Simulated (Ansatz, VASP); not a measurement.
SiO2: VASP beside Ansatz

```xyz
9
Lattice="5.0802 0.0000 0.0000 -2.5401 4.3996 0.0000 0.0000 0.0000 5.5584" Properties=species:S:1:pos:R:3 pbc="T T T"
Si   -1.2701    2.1998    1.8528
Si    1.2701    2.1998    3.7056
Si    2.5401    0.0000    0.0000
O     0.9570    3.4856    4.6320
O     2.5401    2.5716    2.7792
O     3.4971    0.9140    0.9264
O     1.5831    0.9140    4.6320
O     0.0000    1.8280    2.7792
O    -0.9570    3.4856    0.9264
```

Alike in both runs: functional PBEsol; k mesh 6 × 6 × 4; occupations gaussian, width 0.02 eV; no spin polarisation.

Ansatz relaxed the structure, and its values are those at the end. VASP's run is a single point on that final structure, the one shown.

|  | VASP | Ansatz |
| --- | --- | --- |
| version | VASP 6.6.1 | Ansatz 0.2.0 |
| potentials or method | VASP PAW PBE potentials, release 64 (Si, O) | scalar-relativistic, plane waves, PAW |
| plane-wave cutoff (eV) | 520 | 420 |
| valence electrons in the cell | 48 | 48 |

|  | VASP | Ansatz | Ansatz less VASP |
| --- | --- | --- | --- |
| gap on the k mesh at the Fermi level (eV) | 5.55 | 5.55 | +0.002 |
| least direct gap on the mesh (eV) | 5.73 | 5.73 | -0.001 |
| pressure (GPa) | 0.5 | 0.0 | -0.53 |

Caveats: the PAW data sets were made with another functional, which shifts forces and pressure a little (VASP). A k mesh can miss the band edges. As with any semilocal functional, this PBEsol gap is likely too small.
